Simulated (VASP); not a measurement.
Wanted: the native input for a VASP 6.6.1 run.

```
Task                    : density of states
Functional              : PBE
Dispersion              : ULG
Potentials or basis     : VASP PAW PBE potentials, release 64 (P_GW)
Cutoff                  : 550 eV
k mesh                  : 11 × 11 × 11
Occupations             : gaussian, width 0.1 eV
Spin                    : no spin polarisation
k mesh for the DOS      : 17 × 17 × 17
Occupations for the DOS : tetrahedron
Further INCAR settings  : ALGO = Normal; EDIFF = 1e-07; NBANDS = 12
```

P:

```
P
1.0
    -1.73546    2.58052    1.90725
     1.73546   -2.58052    1.90725
     1.73546    2.58052   -1.90725
P
2
Cartesian
  1.7355 1.2903 1.7039
  0.0000 1.2903 0.2033
```

This isn't the form of P at room conditions, which is orthorhombic.

The cell isn't the ideal one: volume scaled by 1.08.

The input as run:

POSCAR

```
P
1.0
   -1.7354648924      2.5805230294      1.9072498551
    1.7354648924     -2.5805230294      1.9072498551
    1.7354648924      2.5805230294     -1.9072498551
P
2
Cartesian
    1.7354648924      1.2902615147      1.7039022705
    0.0000000000      1.2902615147      0.2033475846
```

INCAR.step1

```
  PREC = Accurate
  ENCUT = 550
  EDIFF = 1E-7
  ISMEAR = 0
  SIGMA = 0.1
  LREAL = F
  LASPH = T
  NELM = 100
  ALGO = Normal
  ISIF = 2
  LWAVE = F
  LCHARG = T
  GGA = PE
  IVDW = 3
  NBANDS = 12
```

KPOINTS.step1

```
regular mesh
0
Gamma
  11 11 11
```

INCAR.step2

```
  PREC = Accurate
  ENCUT = 550
  EDIFF = 1E-7
  ISMEAR = -5
  SIGMA = 0.1
  LREAL = F
  LASPH = T
  NELM = 100
  ALGO = Normal
  ISIF = 2
  LWAVE = F
  LCHARG = F
  GGA = PE
  IVDW = 3
  LORBIT = 10
  NBANDS = 12
  NEDOS = 1001
  ICHARG = 11
```

KPOINTS.step2

```
regular mesh
0
Gamma
  17 17 17
```

Potentials or basis: VASP PAW PBE potentials, release 64 (P_GW).

The run is started by

```console
$ cat potpaw_PBE.64/P_GW/POTCAR > POTCAR
$ cp INCAR.step1 INCAR
$ cp KPOINTS.step1 KPOINTS
$ mpirun -np 1 vasp_std > vasp.out
$ cp INCAR.step2 INCAR
$ cp KPOINTS.step2 KPOINTS
$ mpirun -np 1 vasp_std > vasp.out
```

Results of the run:

* Valence electrons inside the program's atomic spheres: P 2.78
* Dispersion energy per atom: -0.294 eV

Caveat: atom-pairwise D2, TS and ULG terms overbind metals.

Wall time 3.9 min on 1 thread of Intel(R) Xeon(R) Platinum 8375C CPU @ 2.90GHz (Ice Lake), with other jobs on the host, peak memory 0.41 GiB.
